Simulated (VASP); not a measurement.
# NaCl (Fm-3m) in VASP: further runs

The runs below take NaCl through relaxation of cell and atoms, with PBEsol, r2SCAN.

Everything below comes from runs of VASP 6.6.1. Logs are shortened: lines on timing, memory, paths and dates and some standing lists are left out, and cuts for length are marked.

**1. The crystal as given**

It takes space group Fm-3m (No. 225, cubic). The conventional cell has a = 5.295 Å, b = 5.295 Å, c = 5.295 Å, α = 90.00°, β = 90.00°, γ = 90.00°. Around Na (site symmetry m-3m) lie 6 Cl at 2.65 Å. Cl (site symmetry m-3m) has 6 Na at 2.65 Å as nearest neighbours.

**2. Relaxation of cell and atoms, PBEsol, target pressure 6.66 GPa, at which the enthalpy is minimised**

INCAR

```
SYSTEM = NaCl
PREC = Accurate ; ENCUT = 600
EDIFF = 1E-7 ; ISMEAR = 0
SIGMA = 0.03 ; LREAL = .False.
LASPH = .True. ; NELM = 80
ALGO = Normal ; ISIF = 3
LWAVE = .False. ; LCHARG = .False.
GGA = PS ; IBRION = 2
NSW = 90 ; EDIFFG = -0.005
PSTRESS = 66.6
```

KPOINTS

```
Automatic mesh
0
Gamma
  8 8 8
  0 0 0
```

POSCAR

```
NaCl                                    
1.0
    0.0000000000      2.6474363248      2.6474363248
    2.6474363248     -0.0000000000      2.6474363248
    2.6474363248      2.6474363248     -0.0000000000
  Na              Cl            
     1     1
Direct
     0.0000000000000000    0.0000000000000000    0.0000000000000000
     0.5000000000000000    0.5000000000000000    0.5000000000000000
```

Potentials or basis: VASP PAW PBE potentials, release 64 (Na_pv, Cl).

Launch:

```bash
$ cat potpaw_PBE.64/Na_pv/POTCAR potpaw_PBE.64/Cl/POTCAR > POTCAR
$ mpirun -np 1 vasp_std > vasp.out
```

OUTCAR:

```text
SYSTEM = NaCl
   PREC = Accurate
   ENCUT = 600
   EDIFF = 1E-7
   ISMEAR = 0
   LREAL = .False.
   LASPH = .True.
   NELM = 80
   ISIF = 3
   GGA = PS
   IBRION = 2
   NSW = 90
   EDIFFG = -0.005
   PSTRESS = 66.6

 ion  position               nearest neighbor table
   1  0.000  0.000  0.000-   2 2.65   2 2.65   2 2.65   2 2.65   2 2.65   2 2.65
   2  0.500  0.500  0.500-   1 2.65   1 2.65   1 2.65   1 2.65   1 2.65   1 2.65

  LATTYP: Found a face centered cubic cell.
 ALAT       =     5.2948726496

  Lattice vectors:

 A1 = (   0.0000000000,   2.6474363248,   2.6474363248)
 A2 = (   2.6474363248,   0.0000000000,   2.6474363248)
 A3 = (   2.6474363248,   2.6474363248,   0.0000000000)

Analysis of symmetry for initial positions (statically):
=====================================================================
 Subroutine PRICEL returns:
 Original cell was already a primitive cell.

 Routine SETGRP: Setting up the symmetry group for a
 face centered cubic supercell.

 Subroutine GETGRP returns: Found 48 space group operations
 (whereof 48 operations were pure point group operations)
 out of a pool of 48 trial point group operations.

The static configuration has the point symmetry O_h .

Analysis of symmetry for dynamics (positions and initial velocities):
=====================================================================
 Subroutine PRICEL returns:
 Original cell was already a primitive cell.

 Routine SETGRP: Setting up the symmetry group for a
 face centered cubic supercell.

 Subroutine GETGRP returns: Found 48 space group operations
 (whereof 48 operations were pure point group operations)
 out of a pool of 48 trial point group operations.

The dynamic configuration has the point symmetry O_h .

 Subroutine INISYM returns: Found 48 space group operations
 (whereof 48 operations are pure point group operations),
 and found     1 'primitive' translations

----------------------------------------------------------------------------------------

                                     Primitive cell

  volume of cell :      37.1113

  direct lattice vectors                    reciprocal lattice vectors
     0.000000000  2.647436325  2.647436325    -0.188861955  0.188861955  0.188861955
     2.647436325  0.000000000  2.647436325     0.188861955 -0.188861955  0.188861955
     2.647436325  2.647436325  0.000000000     0.188861955  0.188861955 -0.188861955

  length of vectors
     3.744040356  3.744040356  3.744040356     0.327118502  0.327118502  0.327118502

  position of ions in fractional coordinates (direct lattice)
     0.000000000  0.000000000  0.000000000
     0.500000000  0.500000000  0.500000000

  ion indices of the primitive-cell ions
   primitive index   ion index
                 1           1
                 2           2

----------------------------------------------------------------------------------------

 KPOINTS: Automatic mesh

Automatic generation of k-mesh.
 Grid dimensions read from file:
 generate k-points for:    8    8    8

 Generating k-lattice:

  Cartesian coordinates                     Fractional coordinates (reciprocal lattice)
    -0.023607744  0.023607744  0.023607744     0.125000000  0.000000000  0.000000000
     0.023607744 -0.023607744  0.023607744     0.000000000  0.125000000  0.000000000
     0.023607744  0.023607744 -0.023607744     0.000000000  0.000000000  0.125000000

  Length of vectors
     0.040889813  0.040889813  0.040889813

  Shift w.r.t. Gamma in fractional coordinates (k-lattice)
     0.000000000  0.000000000  0.000000000

 Subroutine IBZKPT returns following result:
 ===========================================

 Found     29 irreducible k-points:

 Following reciprocal coordinates:
            Coordinates               Weight
  0.000000  0.000000  0.000000      1.000000
  0.125000  0.000000  0.000000      8.000000
  0.250000  0.000000  0.000000      8.000000
  0.375000  0.000000  0.000000      8.000000
  0.500000  0.000000  0.000000      4.000000
  0.125000  0.125000  0.000000      6.000000
[... 16 lines left out ...]
  0.500000  0.250000  0.125000     48.000000
 -0.375000  0.250000  0.125000     24.000000
 [... further k-points ...]
   k-points           NKPTS =     29   k-points in BZ     NKDIM =     29   number of bands    NBANDS=     11
   number of dos      NEDOS =    301   number of ions     NIONS =      2
   total plane-waves  NPLWV =  27000
   dimension x,y,z NGX =    30 NGY =   30 NGZ =   30
   dimension x,y,z NGXF=    60 NGYF=   60 NGZF=   60
   ions per type =               1   1
   NGX,Y,Z   is equivalent  to a cutoff of  13.32, 13.32, 13.32 a.u.
   NGXF,Y,Z  is equivalent  to a cutoff of  26.64, 26.64, 26.64 a.u.
 SYSTEM =  NaCl
   PREC   = accura    normal or accurate (medium, high low for compatibility)
   ISTART =      0    job   : 0-new  1-cont  2-samecut
   ICHARG =      2    charge: 1-file 2-atom 10-const
   ISPIN  =      1    spin polarized calculation?
   LNONCOLLINEAR =      F non collinear calculations
   LSORBIT =      F    spin-orbit coupling
   LASPH  =      T    aspherical Exc in radial PAW
   ENCUT  =  600.0 eV  44.10 Ry    6.64 a.u.   7.48  7.48  7.48*2*pi/ulx,y,z
   NELM   =     80;   NELMIN=  2; NELMDL= -5     # of ELM steps
   EDIFF  = 0.1E-06   stopping-criterion for ELM
   LREAL  =      F    real-space projection
   EDIFFG = -.5E-02   stopping-criterion for IOM
   NSW    =     90    number of steps for IOM
   IBRION =      2    ionic relax: 0-MD 1-quasi-New 2-CG
   NFREE  =      1    steps in history (QN), initial steepest desc. (CG)
   ISIF   =      3    stress and relaxation
   ISYM   =      2    0-nonsym 1-usesym 2-fastsym
   POTIM  = 0.5000    time-step for ionic-motion
   TEBEG  =    0.0;   TEEND  =   0.0 temperature during run
   PSTRESS=   66.6 pullay stress
   NELECT =      14.0000    total number of electrons
   NUPDOWN=      -1.0000    fix difference up-down
   EMIN   =  10.00;   EMAX   =-10.00  energy-range for DOS
   EFERMI =   0.00;   METHOD = LEGACY
   ISMEAR =     0;   SIGMA  =   0.03  broadening in eV -4-tet -1-fermi 0-gaus
   EFERMI_NEDOS =   21; number of points for ismear=-14 and -15
   IALGO  =     38    algorithm
   IMIX   =      4    mixing-type and parameters
     AMIX     =   0.40;   BMIX     =  1.00
     AMIX_MAG =   1.60;   BMIX_MAG =  1.00
  volume/ion in A,a.u.               =      18.56       125.22
  Fermi-wavevector in a.u.,A,eV,Ry     =   1.182902  2.235360 19.038039  1.399256
  Thomas-Fermi vector in A             =   2.319147
   LORBIT       =      0    0 simple, 1 ext, 2 COOP (PROOUT), +10 PAW based schemes
   GGA     = PS    functional components
   LHFCALC =     F    Hartree Fock is set to
   AEXX    =    0.0000 exact exchange contribution
   IVDW    =     0    specifies the selected vdW correction
   LEPSILON=     F    determine dielectric tensor
   LRPA    =     F    only Hartree local field effects (RPA)
 conjugate gradient relaxation of ions
 non-spin polarized calculation
 Gauss-broadening in eV      SIGMA  =   0.03
  energy-cutoff  :      600.00
  volume of cell :       37.11
 maximum number of plane-waves:      1254
 NGX is ok and might be reduce to    30
   NGX = 15   NGY = 15   NGZ = 15

 number of electron      14.0000003 magnetization

 Free energy of the ion-electron system (eV)
  ---------------------------------------------------
  ext. energy  EPLUGINS =         0.00000000
  ---------------------------------------------------
  free energy    TOTEN  =        -6.87595216 eV

  energy without entropy =       -6.87595216  energy(sigma->0) =       -6.87595216

 E-fermi :   0.6178     XC(G=0):  -9.1969

 val. band max:        0.4651762607   @ k =   0.0000   0.0000   0.0000
 cond. band min:       6.1983864569   @ k =   0.0000   0.0000   0.0000
 fundamental gap:      5.7332101963
 Fermi energy:         0.6177742438

 k-point     1 :       0.0000    0.0000    0.0000
  band No.  band energies     occupation
      1     -19.9138      2.00000
      2     -19.9138      2.00000
      3     -19.9138      2.00000
      4     -12.7033      2.00000
      5       0.4652      2.00000
      6       0.4652      2.00000
      7       0.4652      2.00000
      8       6.1984      0.00000
      9      11.5839      0.00000
     10      11.5839      0.00000
     11      11.5839      0.00000

 k-point     2 :       0.1250    0.0000    0.0000
  band No.  band energies     occupation
      1     -19.9251      2.00000
      2     -19.9145      2.00000
      3     -19.9145      2.00000
      4     -12.6210      2.00000
      5      -0.0413      2.00000
      6       0.4024      2.00000
      7       0.4024      2.00000
      8       6.7791      0.00000
      9      11.0447      0.00000
     10      11.8310      0.00000
     11      11.8310      0.00000

 k-point     3 :       0.2500    0.0000    0.0000
  band No.  band energies     occupation
      1     -19.9518      2.00000
      2     -19.9160      2.00000
      3     -19.9160      2.00000
      4     -12.4143      2.00000
      5      -1.0327      2.00000
      6       0.2572      2.00000
      7       0.2572      2.00000
      8       7.6936      0.00000
      9      10.7921      0.00000
     10      12.0700      0.00000
     11      12.0700      0.00000
[... 267 lines left out ...]
 k-point    23 :       0.5000    0.2500    0.1250
  band No.  band energies     occupation
      1     -19.9675      2.00000
      2     -19.9314      2.00000
      3     -19.9216      2.00000
      4     -12.1230      2.00000
      5      -1.6434      2.00000
      6      -0.5113      2.00000
      7      -0.0603      2.00000
      8       9.0926      0.00000
      9      10.5348      0.00000
     10      10.8167      0.00000
     11      12.9662      0.00000

 k-point    24 :      -0.3750    0.2500    0.1250
  band No.  band energies     occupation
      1     -19.9728      2.00000
      2     -19.9325      2.00000
      3     -19.9235      2.00000
      4     -12.0541      2.00000
      5      -1.8095      2.00000
      6      -0.6226      2.00000
      7      -0.1332      2.00000
      8       9.0576      0.00000
      9      10.5173      0.00000
     10      11.4980      0.00000
     11      12.7550      0.00000

 [... further k-points ...]

------------------------ aborting loop because EDIFF is reached ----------------------------------------

  FORCE on cell =-STRESS in cart. coord.  units (eV):
  Direction    XX          YY          ZZ          XY          YZ          ZX
  --------------------------------------------------------------------------------------
  -------------------------------------------------------------------------------------
  Total        1.5367858      1.5367858      1.5367858      0.0000000      0.0000000     -0.0000000
  in kB       66.3463985     66.3463985     66.3463985      0.0000000      0.0000000     -0.0000000
  external PRESSURE =      -0.2536015 kB  Pullay stress =      66.6000000 kB

 VOLUME and BASIS-vectors are now :
 -----------------------------------------------------------------------------
  energy-cutoff  :      600.00
  volume of cell :       37.11
      direct lattice vectors                 reciprocal lattice vectors
     0.000000000  2.647436325  2.647436325    -0.188861955  0.188861955  0.188861955
     2.647436325  0.000000000  2.647436325     0.188861955 -0.188861955  0.188861955
     2.647436325  2.647436325  0.000000000     0.188861955  0.188861955 -0.188861955

 POSITION                                       TOTAL-FORCE (eV/Angst)
 -----------------------------------------------------------------------------------
      0.00000      0.00000      0.00000         0.000000      0.000000     -0.000000
      2.64744      2.64744      2.64744         0.000000      0.000000      0.000000
 -----------------------------------------------------------------------------------
    total drift:                               -0.000000      0.000000      0.000000

  FREE ENERGIE OF THE ION-ELECTRON SYSTEM (eV)
  ---------------------------------------------------
  free  energy   TOTEN  =        -6.8759521562 eV

  energy  without entropy=       -6.8759521562  energy(sigma->0) =       -6.87595216

  enthalpy is  TOTEN    =        -5.3332921778 eV   P V=        1.5426599784

 reached required accuracy - stopping structural energy minimisation
```

Run time: 14 s. Hardware: 1 thread of Intel Xeon Platinum 8488C (Sapphire Rapids), shared host; peak memory 0.15 GiB.

What came out:

```yaml
Free_energy: -6.8760 eV
Pressure_after_relaxing: 6.6 GPa
Band_gap_on_the_k_mesh: 5.73 eV, direct
```

Final structure:
```
Na Cl
1.0
     0.00000    2.64744    2.64744
     2.64744    0.00000    2.64744
     2.64744    2.64744    0.00000
Na Cl
1 1
Direct
  0.00000 0.00000 0.00000
  0.50000 0.50000 0.50000
```

Caveat: the relaxation stopped at its first step, so nothing moved; the cell is relaxed towards a set pressure, so the enthalpy falls and the energy may rise; the PAW data sets were made with another functional, which shifts forces and pressure a little. As with any semilocal functional, this PBEsol gap is likely too small.

**3. Relaxation of cell and atoms, r2SCAN, target pressure 12 GPa, at which the enthalpy is minimised**

This run uses another cell than the first one, of 22.19 Å³/atom, 1.196 times its volume.

INCAR

```
PREC = Accurate
ENCUT = 600
EDIFF = 1E-6
ISMEAR = 0
SIGMA = 0.03
LREAL = False
LASPH = True
NELM = 80
ALGO = Normal
ISIF = 3
LWAVE = False
LCHARG = False
METAGGA = R2SCAN
LMIXTAU = True
IBRION = 2
NSW = 90
EDIFFG = -0.01
PSTRESS = 120.0
```

KPOINTS

```
Automatic mesh
0
Gamma
  8 8 8
```

POSCAR

```
NaCl
1.0
    0.0000000000      2.8100000000      2.8100000000
    2.8100000000      0.0000000000      2.8100000000
    2.8100000000      2.8100000000      0.0000000000
Na Cl
1 1
Direct
    0.0000000000      0.0000000000      0.0000000000
    0.5000000000      0.5000000000      0.5000000000
```

Potentials or basis: VASP PAW PBE potentials, release 64 (Na_pv, Cl).

Launch:

```bash
$ cat potpaw_PBE.64/Na_pv/POTCAR potpaw_PBE.64/Cl/POTCAR > POTCAR
$ mpirun -np 1 vasp_std > vasp.out
```

Run time: 2.1 min. Hardware: 1 thread of AMD EPYC 7R13 (Zen 3), shared host; peak memory 0.16 GiB.

The run converged. Its results:

| Item | Value |
| --- | --- |
| Free energy | -13.5107 eV |
| Relaxed volume | 17.13 Å³/atom |
| Relaxed cell | a = 3.645 Å, b = 3.645 Å, c = 3.645 Å, α = 60.00°, β = 60.00°, γ = 60.00° |
| Space group after relaxing (to 0.05 Å) | Fm-3m (No. 225) |
| Energy change on relaxing (the enthalpy is what falls) | +140.0 meV/atom |
| Ionic steps | 2 |
| Pressure after relaxing | 12.1 GPa |
| Band gap on the k mesh | 7.30 eV, direct |

The path:
| step | energy change (eV) | largest force (eV/Å) | pressure (GPa) | volume (Å³) |
| --- | --- | --- | --- | --- |
| 1 | 0.0000 | 0.0000 | -0.37 | 44.38 |
| 2 | 0.2799 | 0.0000 | 12.06 | 34.25 |

Final structure:
```yaml
crystal:
  lattice:
    - [0.00000, 2.57768, 2.57768]
    - [2.57768, 0.00000, 2.57768]
    - [2.57768, 2.57768, 0.00000]
  atoms:
    - { symbol: Na, position: [0.00000, 0.00000, 0.00000] }
    - { symbol: Cl, position: [0.50000, 0.50000, 0.50000] }
```

Levels at points of the mesh, in eV from the valence-band top:
| k point | band 3 | band 4 | band 5 | band 6 | band 7 | band 8 | band 9 | band 10 | band 11 |
| --- | --- | --- | --- | --- | --- | --- | --- | --- | --- |
| (0.00, 0.00, 0.00) | -21.18 | -14.03 | 0.00 | 0.00 | 0.00 | 7.30 | 11.89 | 11.89 | 11.89 |
| (0.50, 0.00, 0.00) | -21.18 | -13.28 | -2.91 | -0.49 | -0.49 | 8.40 | 12.36 | 12.36 | 14.07 |
| (0.50, 0.50, 0.00) | -21.20 | -13.24 | -2.53 | -0.92 | -0.92 | 8.21 | 9.21 | 14.47 | 16.96 |

Caveat: the cell is relaxed towards a set pressure, so the enthalpy falls and the energy may rise; the volume moved by over 15 % at a fixed basis, so the end points are rough; the PAW data sets were made with another functional, which shifts forces and pressure a little.
